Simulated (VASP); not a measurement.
## SiGe3 (ordered alloy on diamond lattice): a LDA single-point calculation in VASP

INCAR

```
GGA = CA
LREAL = .FALSE.
LWAVE = .FALSE.
NBANDS = 31
ISIF = 2
EDIFF = 1E-7
IBRION = -1
ENCUT = 520
LCHARG = .TRUE.
PREC = Accurate
SIGMA = 0.01
NSW = 0
LELF = .TRUE.
NELM = 120
ISMEAR = 0
LASPH = .TRUE.
```

KPOINTS

```
KPOINTS created by Atomic Simulation Environment
0
Gamma
8 8 8
0 0 0
```

KPOINTS_OPT

```
special points
9
Reciprocal
0.0000000000 0.0000000000 0.0000000000 1
0.5000000000 0.0000000000 0.0000000000 1
0.5000000000 0.1875784431 -0.1875784431 1
0.8124215569 0.5000000000 0.1875784431 1
0.5000000000 0.5000000000 0.5000000000 1
0.3437892215 0.0000000000 -0.3437892215 1
0.6562107785 0.3437892215 0.0000000000 1
0.5000000000 0.5000000000 0.0000000000 1
0.6562107785 0.6562107785 0.1875784431 1
```

POSCAR

```
Si Ge
 1.0000000000000000
     1.9838896612576002    1.1453992299860372    6.4671925873889551
    -1.9838896612576002    1.1453992299860372    6.4671925873889551
     0.0000000000000000   -2.2907984599227347    6.4671925873976939
 Si  Ge
   1   3
Cartesian
  1.9838896612576002  1.1453992299860414  6.4688541808774973
  0.0000000000000000  0.0000000000246724  9.7016854229204643
 -0.0000000000000000  0.0000000000184238  7.2446827189666720
  0.0000000000000000  0.0000000000432440 17.0047313503717845
```

VASP ran with the recommended LDA PAW datasets (46 valence electrons in the cell).

Command

```
mpirun -np 1 vasp_std
```

OSZICAR

```
N       E                     dE             d eps       ncg     rms          rms(c)
DAV:   1     0.401082410197E+03    0.40108E+03   -0.22682E+04  4700   0.364E+03
DAV:   2     0.488234217378E+02   -0.35226E+03   -0.33625E+03  4038   0.808E+02
DAV:   3    -0.182759342338E+02   -0.67099E+02   -0.66107E+02  4731   0.191E+02
DAV:   4    -0.217959358265E+02   -0.35200E+01   -0.35156E+01  4690   0.505E+01
DAV:   5    -0.218741176701E+02   -0.78182E-01   -0.78176E-01  4726   0.850E+00    0.523E+00
DAV:   6    -0.216175335120E+02    0.25658E+00   -0.10503E-01  5604   0.409E+00    0.303E+00
DAV:   7    -0.214905137122E+02    0.12702E+00   -0.19876E-01  4415   0.321E+00    0.221E-01
DAV:   8    -0.214918538370E+02   -0.13401E-02   -0.17134E-02  5075   0.232E+00    0.146E-01
DAV:   9    -0.214920810336E+02   -0.22720E-03   -0.12037E-03  5465   0.714E-01    0.571E-02
DAV:  10    -0.214921104221E+02   -0.29389E-04   -0.13024E-04  5423   0.187E-01    0.235E-02
DAV:  11    -0.214921163831E+02   -0.59610E-05   -0.18620E-05  5144   0.117E-01    0.603E-03
DAV:  12    -0.214921164330E+02   -0.49963E-07   -0.33552E-06  5230   0.575E-02    0.187E-03
DAV:  13    -0.214921164759E+02   -0.42864E-07   -0.11192E-06  5475   0.205E-02    0.817E-04
DAV:  14    -0.214921164862E+02   -0.10257E-07   -0.15782E-07  2838   0.922E-03
   1 F= -.21492116E+02 E0= -.21492116E+02  d E =-.132316E-42
       N       E                     dE             ncg
DAV:   1     0.358633515184E+04   -0.12568E+05      645
DAV:   2     0.449374415093E+03   -0.31370E+04      558
DAV:   3    -0.150322388080E+03   -0.59970E+03      628
DAV:   4    -0.182617824254E+03   -0.32295E+02      670
DAV:   5    -0.183362348822E+03   -0.74452E+00      621
DAV:   6    -0.183387658027E+03   -0.25309E-01      695
DAV:   7    -0.183388925719E+03   -0.12677E-02      699
DAV:   8    -0.183388984309E+03   -0.58590E-04      766
DAV:   9    -0.183388985872E+03   -0.15638E-05      556
DAV:  10    -0.183388985919E+03   -0.46255E-07      456
```

From OUTCAR

```
k-points           NKPTS =     65   k-points in BZ     NKDIM =     65   number of bands    NBANDS=     31

   NELECT =      46.0000    total number of electrons

   dimension x,y,z NGX =    54 NGY =   54 NGZ =   54
   dimension x,y,z NGXF=   108 NGYF=  108 NGZF=  108

  energy-cutoff  :      520.00
  volume of cell :       88.17
      direct lattice vectors                 reciprocal lattice vectors
     1.983889661  1.145399230  6.467192587     0.252030146  0.145509672  0.051542200
    -1.983889661  1.145399230  6.467192587    -0.252030146  0.145509672  0.051542200
     0.000000000 -2.290798460  6.467192587     0.000000000 -0.291019345  0.051542200

 k-points in reciprocal lattice and weights: KPOINTS created by Atomic Simulation Env
   0.00000000  0.00000000  0.00000000       0.002
   0.12500000  0.00000000  0.00000000       0.012
   0.25000000  0.00000000  0.00000000       0.012
   0.37500000  0.00000000 -0.00000000       0.012
   0.50000000  0.00000000  0.00000000       0.006
   0.12500000  0.12500000  0.00000000       0.012
   0.25000000  0.12500000 -0.00000000       0.023
   0.37500000  0.12500000 -0.00000000       0.023
   ...

 E-fermi :   5.0452

 k-point     1 :       0.0000    0.0000    0.0000
  band No.  band energies     occupation
      1     -19.8628      2.00000
      2     -19.8628      2.00000
      3     -19.8508      2.00000
      4     -19.7934      2.00000
      5     -19.7934      2.00000
      6     -19.7228      2.00000
      7     -19.7228      2.00000
      8     -19.7045      2.00000
      9     -19.7045      2.00000
     10     -19.6896      2.00000
     11     -19.6273      2.00000
     12     -19.5942      2.00000
     13     -19.5942      2.00000
     14     -19.5632      2.00000
     15     -19.5632      2.00000
     16      -7.6648      2.00000
     17      -5.5004      2.00000
     18      -2.5007      2.00000
     19       3.5458      2.00000
     20       3.5458      2.00000
     21       4.9008      2.00000
     22       4.9514      2.00000
     23       4.9514      2.00000
     24       5.2235      0.00000
     25       5.6925      0.00000
     26       7.4091      0.00000
     27       7.4091      0.00000
     28       7.4858      0.00000
     29       8.5616      0.00000
     30       8.5616      0.00000
     31      11.4704      0.00000

 k-point     2 :       0.1250    0.0000    0.0000
  band No.  band energies     occupation
      1     -19.8699      2.00000
      2     -19.8666      2.00000
      3     -19.8447      2.00000
      4     -19.7871      2.00000
      5     -19.7859      2.00000
      6     -19.7228      2.00000
      7     -19.7210      2.00000
      8     -19.7043      2.00000
      9     -19.7032      2.00000
     10     -19.6899      2.00000
     11     -19.6328      2.00000
     12     -19.6044      2.00000
     13     -19.5991      2.00000
     14     -19.5580      2.00000
     15     -19.5565      2.00000
     16      -7.4881      2.00000
     17      -5.3506      2.00000
     18      -2.4343      2.00000
     19       2.2215      2.00000
     20       3.0595      2.00000
     21       3.3077      2.00000
     22       4.3948      2.00000
     23       4.4855      2.00000
     24       6.3824      0.00000
     25       6.8072      0.00000
     26       7.3272      0.00000
     27       8.1395      0.00000
     28       8.2848      0.00000
     29       8.5773      0.00000
     30       9.1481      0.00000
     31      12.3171      0.00000

 k-point     3 :       0.2500    0.0000    0.0000
  band No.  band energies     occupation
      1     -19.8754      2.00000
      2     -19.8728      2.00000
      3     -19.8387      2.00000
      4     -19.7773      2.00000
      5     -19.7717      2.00000
      6     -19.7232      2.00000
      7     -19.7164      2.00000
      8     -19.7036      2.00000
      9     -19.6993      2.00000
     10     -19.6926      2.00000
     11     -19.6422      2.00000
     12     -19.6226      2.00000
     13     -19.6005      2.00000
     14     -19.5555      2.00000
     15     -19.5473      2.00000
     16      -6.9671      2.00000
     17      -4.9369      2.00000
     18      -2.4212      2.00000
     19       0.7947      2.00000
     20       1.0129      2.00000
     21       2.8668      2.00000
     22       3.4753      2.00000
     23       3.5482      2.00000
     24       6.4827      0.00000
     25       6.9191      0.00000
     26       7.7537      0.00000
     27       9.3885      0.00000
     28       9.6675      0.00000
     29      10.0128      0.00000
     30      10.5072      0.00000
     31      11.6303      0.00000

 k-point     4 :       0.3750    0.0000   -0.0000
  band No.  band energies     occupation
      1     -19.8764      2.00000
      2     -19.8749      2.00000
      3     -19.8329      2.00000
      4     -19.7787      2.00000
      5     -19.7613      2.00000
      6     -19.7246      2.00000
      7     -19.7117      2.00000
      8     -19.7046      2.00000
      9     -19.6973      2.00000
     10     -19.6930      2.00000
     11     -19.6383      2.00000
     12     -19.6360      2.00000
     13     -19.5989      2.00000
     14     -19.5618      2.00000
     15     -19.5418      2.00000
     16      -6.1422      2.00000
     17      -4.5512      2.00000
     18      -2.7372      2.00000
     19      -0.7828      2.00000
     20       0.5431      2.00000
     21       2.3194      2.00000
     22       2.5547      2.00000
     23       2.9276      2.00000
     24       6.1965      0.00000
     25       6.6734      0.00000
     26       8.4492      0.00000
     27       9.7345      0.00000
     28      10.3147      0.00000
     29      10.3261      0.00000
     30      11.2242      0.00000
     31      11.4791      0.00000

 k-point     5 :       0.5000    0.0000    0.0000
  band No.  band energies     occupation
      1     -19.8775      2.00000
      2     -19.8735      2.00000
      3     -19.8287      2.00000
      4     -19.7845      2.00000
      5     -19.7579      2.00000
      6     -19.7254      2.00000
      7     -19.7099      2.00000
      8     -19.7063      2.00000
      9     -19.6980      2.00000
     10     -19.6891      2.00000
     11     -19.6450      2.00000
     12     -19.6272      2.00000
     13     -19.5986      2.00000
     14     -19.5677      2.00000
     15     -19.5401      2.00000
     16      -5.2755      2.00000
     17      -4.9812      2.00000
     18      -2.4120      2.00000
     19      -1.9650      2.00000
     20       1.2083      2.00000
     21       1.2824      2.00000
     22       2.4702      2.00000
     23       2.6825      2.00000
     24       6.1279      0.00000
     25       6.4946      0.00000
     26       9.1339      0.00000
     27       9.3065      0.00000
     28      10.2673      0.00000
     29      10.3464      0.00000
     30      10.7552      0.00000
     31      11.3193      0.00000

 k-point     6 :       0.1250    0.1250    0.0000
  band No.  band energies     occupation
      1     -19.8699      2.00000
      2     -19.8666      2.00000
      3     -19.8447      2.00000
      4     -19.7870      2.00000
      5     -19.7859      2.00000
      6     -19.7226      2.00000
      7     -19.7211      2.00000
      8     -19.7042      2.00000
      9     -19.7032      2.00000
     10     -19.6900      2.00000
     11     -19.6329      2.00000
     12     -19.6043      2.00000
     13     -19.5991      2.00000
     14     -19.5580      2.00000
     15     -19.5565      2.00000
     16      -7.4728      2.00000
     17      -5.4077      2.00000
     18      -2.3490      2.00000
     19       2.3365      2.00000
     20       2.7924      2.00000
     21       3.1971      2.00000
     22       4.6193      2.00000
     23       4.6251      2.00000
     24       6.2162      0.00000
     25       6.4853      0.00000
     26       7.8548      0.00000
     27       7.9331      0.00000
     28       8.2671      0.00000
     29       8.5843      0.00000
     30       9.2745      0.00000
     31      12.0413      0.00000

 ...

  Total       -1.0782981     -1.0782981     -0.9978969      0.0000000      0.0000000      0.0000000
  in kB      -19.5933173    -19.5933173    -18.1323803      0.0000000      0.0000000      0.0000000
  external PRESSURE =     -19.1063383 kB  Pullay stress =       0.0000000 kB

 POSITION                                       TOTAL-FORCE (eV/Angst)
 -----------------------------------------------------------------------------------
      0.00000      0.00000      0.00166         0.000000     -0.000000     -0.003160
      0.00000      0.00000      9.70169         0.000000     -0.000000     -0.000801
      0.00000      0.00000      7.24468         0.000000      0.000000      0.004497
      0.00000      0.00000     17.00473         0.000000     -0.000000     -0.000537
 -----------------------------------------------------------------------------------
    total drift:                               -0.000000      0.000000     -0.000065

  FREE ENERGIE OF THE ION-ELECTRON SYSTEM (eV)
  ---------------------------------------------------
  free  energy   TOTEN  =       -21.4921164862 eV

  energy  without entropy=      -21.4921164862  energy(sigma->0) =      -21.49211649
```

| Quantity | Value |
| --- | --- |
| gap between bands v and c | 0.27 eV |
| least direct gap | 0.27 eV |
| pressure | -1.9 GPa |

Band v is the last that the valence electrons fill when counted band by band, and c is the next.

The run took about 4 min on one core of a shared host (Intel Xeon 6975P-C) and held 0.44 GiB at most.
